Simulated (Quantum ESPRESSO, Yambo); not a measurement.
# BN (P6_3/mmc): G0W0 in Yambo against the bands

How does the gap of BN (P6_3/mmc) converge in the bands?

Method: PBE and many-body steps on it, plane waves, in Yambo 5.3.0.

**1. The starting structure**

The structure is hexagonal, space group P6_3/mmc (No. 194). Conventional cell: a = 2.504 Å, b = 2.504 Å, c = 6.661 Å, α = 90.00°, β = 90.00°, γ = 120.00°. B has 3 N at 1.45 Å nearest. Nearest to N lie 3 B at 1.45 Å. Farther neighbours and most contacts between anions are not listed.

Coordinates:

```cif
data_structure
_symmetry_space_group_name_H-M 'P6_3/mmc'
_symmetry_Int_Tables_number 194
_cell_length_a 2.5040
_cell_length_b 2.5040
_cell_length_c 6.6612
_cell_angle_alpha 90.000
_cell_angle_beta 90.000
_cell_angle_gamma 120.000
_cell_volume 36.17
loop_
_atom_site_label
_atom_site_type_symbol
_atom_site_symmetry_multiplicity
_atom_site_Wyckoff_symbol
_atom_site_fract_x
_atom_site_fract_y
_atom_site_fract_z
_atom_site_occupancy
B1 B 2 c 0.33333 0.66667 0.25000 1
N1 N 2 d 0.33333 0.66667 0.75000 1
```

The cell and positions come from the Crystallography Open Database and are kept as given unless a step says otherwise.

**2. 32 bands**

This step: Yambo 5.3.0; G0W0 on PBE, plane waves, norm-conserving pseudopotentials.

G0W0 replaces the xc potential by the self-energy, built once from these orbitals. Only a window of levels is corrected, while the sums run over the empty bands that the input names.

Contents of gw1.in:

```
HF_and_locXC
gw0
dyson
ppa
em1d
rim_cut
RandQpts= 1000000
RandGvec= 1 RL
EXXRLvcs= 72 Ry
VXCRLvcs= 288 Ry
Chimod= "HARTREE"
% BndsRnXp
 1 | 32 |
%
NGsBlkXp= 15.5 Ry
% LongDrXp
 1 | 1 | 1 |
%
% GbndRnge
 1 | 32 |
%
DysSolver= "n"
ExtendOut
PPAPntXp= 27.21138 eV
% QPkrange
 14 | 14 | 7 | 10 |
 7 | 7 | 7 | 10 |
 1 | 1 | 7 | 10 |
%
```

Started as:

```sh
$ OMP_NUM_THREADS=1 mpirun -n 4 yambo -F gw1.in -J gw1 -C gw1 > gw1.log
```

Output:

```text
 Yambo, version 5.3.0

 [02] CORE Variables Setup
 =========================

  [... cell, symmetries and grids as in the set-up ...]

  [02.05] Energies & Occupations
  ==============================

  [X] === General ===
  [X] Electronic Temperature                        :  0.000000  0.000000 [eV K]
  [X] Bosonic    Temperature                        :  0.000000  0.000000 [eV K]
  [X] Finite Temperature mode                       : no
  [X] El. density                                   :  0.44236E+24 [cm-3]
  [X] Fermi Level                                   :  4.698546 [eV]

  [X] === Gaps and Widths ===
  [X] Conduction Band Min                           :  4.314160 [eV]
  [X] Valence Band Max                              :  0.000000 [eV]
  [X] Filled Bands                                  :   8
  [X] Empty Bands                                   :     9   434
  [X] Direct Gap                                    :  4.669575 [eV]
  [X] Direct Gap localized at k                     :  14
  [X] Indirect Gap                                  :  4.314160 [eV]
  [X] Indirect Gap between kpts                     :  14   7
  [X] Last valence band width                       :  3.190982 [eV]
  [X] 1st conduction band width                     :  3.840425 [eV]

 [03] Transferred momenta grid and indexing
 ==========================================

 IBZ Q-points                                      :  14
 BZ  Q-points                                      :   72

 K/Q-points units:
 rlu = crystal or reduced units; cc = cartesian coordinates; iku = interal k-units

 Q [ 1]         [rlu]:  0.000000  0.000000  0.000000
 Q [ 2]         [rlu]:  0.000000  0.000000 -0.500000
 Q [ 3]         [rlu]:  0.45246E-17  0.16667       0.0000
 Q [ 4]         [rlu]:  0.45246E-17  0.16667     -0.50000
 Q [ 5]         [rlu]:  0.90491E-17  0.33333       0.0000
 Q [ 6]         [rlu]:  0.90491E-17  0.33333     -0.50000
 Q [ 7]         [rlu]: -0.13574E-16 -0.50000       0.0000
 Q [ 8]         [rlu]: -0.13574E-16 -0.50000     -0.50000
 Q [ 9]         [rlu]:  0.166667  0.166667  0.000000
 Q [10]         [rlu]:  0.166667  0.166667 -0.500000
 Q [11]         [rlu]:  0.166667  0.333333  0.000000
 Q [12]         [rlu]:  0.166667  0.333333 -0.500000
 Q [13]         [rlu]:  0.333333  0.333333  0.000000
 Q [14]         [rlu]:  0.333333  0.333333 -0.500000

 [04] Coloumb potential Random Integration (RIM)
 ===============================================

  [04.01] RIM initialization
  ==========================

  * Diagonal components only detected *

  8 x (sBL volume)        :  0.112915 [a.u.]
  sBZ random points       :  1000000
  Points outside the sBZ  :   7981908
  RL volume               :  1.016236 [a.u.]
  Integrated volume       :  1.018540 [a.u.]

  [04.02] RIM integrals
  =====================

  Gamma point sphere radius             :  0.087673 [a.u.]
  Points outside the sphere             :   800056
  [Int_sBZ(q=0) 1/q^2]*(Vol_sBZ)^(-1/3) =:  7.718302
                                 should be <:  7.795600

  Summary of Coulomb integrals for non-metallic bands |Q|[au] RIM/Bare

  Q [1] 0.100000E-4 0.990085 * Q [2] 0.249574 1.075393
  Q [3] 0.255544 1.053879 * Q [4] 0.357197 1.052688
  Q [9] 0.442616 1.021893 * Q [10] 0.508130 1.021750
  Q [5] 0.511089 1.016956 * Q [6] 0.568770 1.016958
  Q [11] 0.676107 1.010896 * Q [12] 0.720700 1.010784
  Q [7] 0.766633 1.008740 * Q [8] 0.806234 1.008615
  Q [13] 0.885232 1.007388 * Q [14] 0.919741 1.007309

 [WARNING] [Xp] User bands 1-32 break level degeneracy

 [05] Dipoles
 ============

  [05.01] Setup: observables and procedures
  =========================================

 [06] Dynamic Dielectric Matrix (PPA)
 ====================================

 [WR./gw1//ndb.pp]---------------------------------------------------------------
  Brillouin Zone Q/K grids (IBZ/BZ)                :   14   72   14   72
  RL vectors                                       :   3391 [WF]
  Coulomb cutoff potential                         : none
[...]
X poles                                          :  100.0000 [o/o]
  RL vectors in the sum                            :   3391
  [r,Vnl] included                                 : yes
  Field direction                                  :  0.577350E-5  0.577350E-5  0.577350E-5
  BZ energy Double Grid                            : no
  BZ energy DbGd points                            : 0
  BZ Q point size factor                           : -1.000000
  X Optical Averaged directions                    : none

 [07] Local Exchange-Correlation + Non-Local Fock
 ================================================

 [VXC] Plane waves :  20149
 [EXS] Plane waves :  2483

 QP @ state[ 1 ] K range:  1  1
 QP @ state[ 1 ] b range:   7  10
 QP @ state[ 2 ] K range:   7   7
 QP @ state[ 2 ] b range:   7  10
 QP @ state[ 3 ] K range:  14  14
 QP @ state[ 3 ] b range:   7  10

 [xc] Functional : Perdew, Burke & Ernzerhof(X)+Perdew, Burke & Ernzerhof(C)
 [xc] LIBXC used to calculate xc functional
  PP Number of Atomic Species                      :  2
  NLCC RL compoments                               :  20149
  PP Number of Atomic Species                      :  2
  NLCC RL compoments                               :  20149

 [xc] E_xc :  -7.384420 [Ha]
      E_xc :  -14.76884 [Ry]

  Local XC kind (lXC) : Perdew, Burke & Ernzerhof(X)+Perdew, Burke & Ernzerhof(C)
  Non-Local XC kind (nlXC) : Hartree-Fock

  Corrections @ K [1] :  [eV]
 <7|nlXC|7> = -22.66614  0.54046E-17 <7|lXC|7> = -18.42829  0.18882E-15
 <8|nlXC|8> = -22.66610 -0.29346E-19 <8|lXC|8> = -18.42829  0.18882E-15
 <9|nlXC|9> = -4.450487  0.21150E-17 <9|lXC|9> = -8.606222  0.000000
 <10|nlXC|10> = -7.111859 -0.27258E-17 <10|lXC|10> = -13.67039  0.000000

  Corrections @ K [7] :  [eV]
 <7|nlXC|7> = -18.53788 -0.14893E-17 <7|lXC|7> = -14.85874  0.000000
 <8|nlXC|8> = -19.83872  0.10450E-16 <8|lXC|8> = -16.38986 -0.18882E-15
[...]
Corrections @ K [14] :  [eV]
[...]
<8|nlXC|8> = -19.84811 -0.90032E-18 <8|lXC|8> = -16.63092  0.28323E-15
 <9|nlXC|9> = -5.649894  0.12782E-17 <9|lXC|9> = -10.92032 -0.94408E-16
 <10|nlXC|10> = -5.649946  0.19947E-18 <10|lXC|10> = -10.92032  0.000000

  [07.01] Hartree-Fock occupations report
  =======================================

  [Hartree-Fock] === General ===
  [Hartree-Fock] Electronic Temperature             :  0.000000  0.000000 [eV K]
  [Hartree-Fock] Bosonic    Temperature             :  0.000000  0.000000 [eV K]
  [Hartree-Fock] Finite Temperature mode            : no
  [Hartree-Fock] El. density                        :  0.44236E+24 [cm-3]
  [Hartree-Fock] Fermi Level                        :  4.698546 [eV]

  [Hartree-Fock] === Gaps and Widths ===
  [Hartree-Fock] Conduction Band Min                :  4.771942 [eV]
  [Hartree-Fock] Valence Band Max                   : -0.076747 [eV]
  [Hartree-Fock] Filled Bands                       :   8
  [Hartree-Fock] Empty Bands                        :     9   434
  [Hartree-Fock] Direct Gap                         :  4.953946 [eV]
  [Hartree-Fock] Direct Gap localized at k          :  13
  [Hartree-Fock] Indirect Gap                       :  4.848689 [eV]
  [Hartree-Fock] Indirect Gap between kpts          :  13   8
  [Hartree-Fock] Last valence band width            :  5.467195 [eV]
  [Hartree-Fock] 1st conduction band width          :  5.168056 [eV]

 [08] Dyson equation: Newton solver
 ==================================

  [08.01] G0W0 (W PPA)
  ====================

  [  GW  ] Bands range     :    1   32
  [GW/PPA] G damping       :  0.100000 [eV]

  QP @ state[ 1 ] K range:  1  1
  QP @ state[ 1 ] b range:   7  10
  QP @ state[ 2 ] K range:   7   7
  QP @ state[ 2 ] b range:   7  10
  QP @ state[ 3 ] K range:  14  14
  QP @ state[ 3 ] b range:   7  10

   Sc/G bands                                       :    1   32
   Sc/G damping                                     :  0.100000 ev
   Sc bands terminator                              : no
   Sx RL components                                 :  2483

   QP @ state[ 1 ] K range                          :  1  1
   QP @ state[ 1 ] b range                          :   7  10
   QP @ state[ 2 ] K range                          :   7   7
   QP @ state[ 2 ] b range                          :   7  10
   QP @ state[ 3 ] K range                          :  14  14
   QP @ state[ 3 ] b range                          :   7  10
   GF energies kind                                 : Perdew, Burke & Ernzerhof(X)+Perdew, Burke & Ernzerhof(C)
   GF WF`s kind                                     : Perdew, Burke & Ernzerhof(X)+Perdew, Burke & Ernzerhof(C)
   Xs energies kind                                 : Perdew, Burke & Ernzerhof(X)+Perdew, Burke & Ernzerhof(C)
   Xs WF`s kind                                     : Perdew, Burke & Ernzerhof(X)+Perdew, Burke & Ernzerhof(C)

 [11] Game Over & Game summary
```

Wall time 34 s (4 MPI ranks of Arm Neoverse V1, shared host); peak memory 1.3 GiB; 2.2 min of CPU time.

Numbers from this step:

- G0W0 gap on the points computed: 5.584 eV
- starting gap on the mesh: 4.314 eV
- k of the valence top: 0.3333, 0.3333, -0.5
- k of the conduction bottom: 0, -0.5, 0
- least direct G0W0 gap on the computed points: 6.095 eV
- Z at the valence top: 0.8083
- Z at the conduction bottom: 0.8431

The gap on the mesh goes from 4.31 eV to 5.58 eV, a correction of +1.27 eV.

**3. 61 bands**

gw2.in, as its differences from gw1.in of step 2:

```diff
@@ -12,3 +12,3 @@
 % BndsRnXp
- 1 | 32 |
+ 1 | 61 |
 %
@@ -19,3 +19,3 @@
 % GbndRnge
- 1 | 32 |
+ 1 | 61 |
 %
```

Started as:

```sh
$ OMP_NUM_THREADS=1 mpirun -n 4 yambo -F gw2.in -J gw2 -C gw2 > gw2.log
```

Output:

```text
 Yambo, version 5.3.0

 [02] CORE Variables Setup
 =========================

  [... cell, symmetries and grids as in the set-up ...]

  [02.05] Energies & Occupations
  ==============================

  [X] === General ===
  [X] Electronic Temperature                        :  0.000000  0.000000 [eV K]
  [X] Bosonic    Temperature                        :  0.000000  0.000000 [eV K]
  [X] Finite Temperature mode                       : no
  [X] El. density                                   :  0.44236E+24 [cm-3]
  [X] Fermi Level                                   :  4.698546 [eV]

  [X] === Gaps and Widths ===
  [X] Conduction Band Min                           :  4.314160 [eV]
  [X] Valence Band Max                              :  0.000000 [eV]
  [X] Filled Bands                                  :   8
  [X] Empty Bands                                   :     9   434
  [X] Direct Gap                                    :  4.669575 [eV]
  [X] Direct Gap localized at k                     :  14
  [X] Indirect Gap                                  :  4.314160 [eV]
  [X] Indirect Gap between kpts                     :  14   7
  [X] Last valence band width                       :  3.190982 [eV]
  [X] 1st conduction band width                     :  3.840425 [eV]

 [03] Transferred momenta grid and indexing
 ==========================================

 IBZ Q-points                                      :  14
 BZ  Q-points                                      :   72

 K/Q-points units:
 rlu = crystal or reduced units; cc = cartesian coordinates; iku = interal k-units

 Q [ 1]         [rlu]:  0.000000  0.000000  0.000000
 Q [ 2]         [rlu]:  0.000000  0.000000 -0.500000
 Q [ 3]         [rlu]:  0.45246E-17  0.16667       0.0000
[...]
[Hartree-Fock] Conduction Band Min                :  4.771942 [eV]
  [Hartree-Fock] Valence Band Max                   : -0.076747 [eV]
  [Hartree-Fock] Filled Bands                       :   8
  [Hartree-Fock] Empty Bands                        :     9   434
  [Hartree-Fock] Direct Gap                         :  4.953946 [eV]
  [Hartree-Fock] Direct Gap localized at k          :  13
  [Hartree-Fock] Indirect Gap                       :  4.848689 [eV]
  [Hartree-Fock] Indirect Gap between kpts          :  13   8
  [Hartree-Fock] Last valence band width            :  5.467195 [eV]
  [Hartree-Fock] 1st conduction band width          :  5.168056 [eV]

 [08] Dyson equation: Newton solver
 ==================================

  [08.01] G0W0 (W PPA)
  ====================

  [  GW  ] Bands range     :    1   61
  [GW/PPA] G damping       :  0.100000 [eV]

  QP @ state[ 1 ] K range:  1  1
  QP @ state[ 1 ] b range:   7  10
  QP @ state[ 2 ] K range:   7   7
  QP @ state[ 2 ] b range:   7  10
  QP @ state[ 3 ] K range:  14  14
  QP @ state[ 3 ] b range:   7  10

   Sc/G bands                                       :    1   61
   Sc/G damping                                     :  0.100000 ev
   Sc bands terminator                              : no
   Sx RL components                                 :  2483

   QP @ state[ 1 ] K range                          :  1  1
   QP @ state[ 1 ] b range                          :   7  10
   QP @ state[ 2 ] K range                          :   7   7
   QP @ state[ 2 ] b range                          :   7  10
   QP @ state[ 3 ] K range                          :  14  14
   QP @ state[ 3 ] b range                          :   7  10
   GF energies kind                                 : Perdew, Burke & Ernzerhof(X)+Perdew, Burke & Ernzerhof(C)
   GF WF`s kind                                     : Perdew, Burke & Ernzerhof(X)+Perdew, Burke & Ernzerhof(C)
   Xs energies kind                                 : Perdew, Burke & Ernzerhof(X)+Perdew, Burke & Ernzerhof(C)
   Xs WF`s kind                                     : Perdew, Burke & Ernzerhof(X)+Perdew, Burke & Ernzerhof(C)

 [11] Game Over & Game summary
```

The job ended after 63 s (4 MPI ranks; peak memory 1.3 GiB).

This step gave:

```
G0W0 gap on the points computed              : 5.592 eV
starting gap on the mesh                     : 4.314 eV
k of the valence top                         : 0.3333, 0.3333, -0.5
k of the conduction bottom                   : 0, -0.5, 0
least direct G0W0 gap on the computed points : 6.085 eV
Z at the valence top                         : 0.8069
Z at the conduction bottom                   : 0.8410
```

Against the run before, the gap moves by +0.008 eV.

**4. 115 bands**

gw3.in, as its differences from gw2.in of step 3:

```diff
@@ -12,3 +12,3 @@
 % BndsRnXp
- 1 | 61 |
+ 1 | 115 |
 %
@@ -19,3 +19,3 @@
 % GbndRnge
- 1 | 61 |
+ 1 | 115 |
 %
```

Started as:

```sh
$ OMP_NUM_THREADS=1 mpirun -n 4 yambo -F gw3.in -J gw3 -C gw3 > gw3.log
```

Output:

```text
 Yambo, version 5.3.0

 [02] CORE Variables Setup
 =========================

  [... cell, symmetries and grids as in the set-up ...]

  [02.05] Energies & Occupations
  ==============================

  [X] === General ===
  [X] Electronic Temperature                        :  0.000000  0.000000 [eV K]
  [X] Bosonic    Temperature                        :  0.000000  0.000000 [eV K]
  [X] Finite Temperature mode                       : no
  [X] El. density                                   :  0.44236E+24 [cm-3]
[...]
QP @ state[ 2 ] b range                          :   7  10
   QP @ state[ 3 ] K range                          :  14  14
   QP @ state[ 3 ] b range                          :   7  10
   GF energies kind                                 : Perdew, Burke & Ernzerhof(X)+Perdew, Burke & Ernzerhof(C)
   GF WF`s kind                                     : Perdew, Burke & Ernzerhof(X)+Perdew, Burke & Ernzerhof(C)
   Xs energies kind                                 : Perdew, Burke & Ernzerhof(X)+Perdew, Burke & Ernzerhof(C)
   Xs WF`s kind                                     : Perdew, Burke & Ernzerhof(X)+Perdew, Burke & Ernzerhof(C)

 [11] Game Over & Game summary
```

The job ended after 2 min (4 MPI ranks; peak memory 1.5 GiB).

Numbers from this step:

```
G0W0 gap on the points computed              : 5.674 eV
starting gap on the mesh                     : 4.314 eV
k of the valence top                         : 0.3333, 0.3333, -0.5
k of the conduction bottom                   : 0, -0.5, 0
least direct G0W0 gap on the computed points : 6.151 eV
```

Against the run before, the gap moves by +0.082 eV.

[end of part 1 of 2]

[Paths, hosts, dates, memory and timing lines, banners, echoed tables and standing remarks are left out of the program output.]

[Logs are printed without paths, hosts, clocks, repeated set-up lines and the standing remarks that a program may print on its own settings, such as how far it seeks lower states.]

[Runs of the session that timed out or met a known fault of the program may be left out.]

[Hosts, paths, dates, database ids (printed as entryN), source tags and the programs' standing remarks are cut or masked in the printed files.]
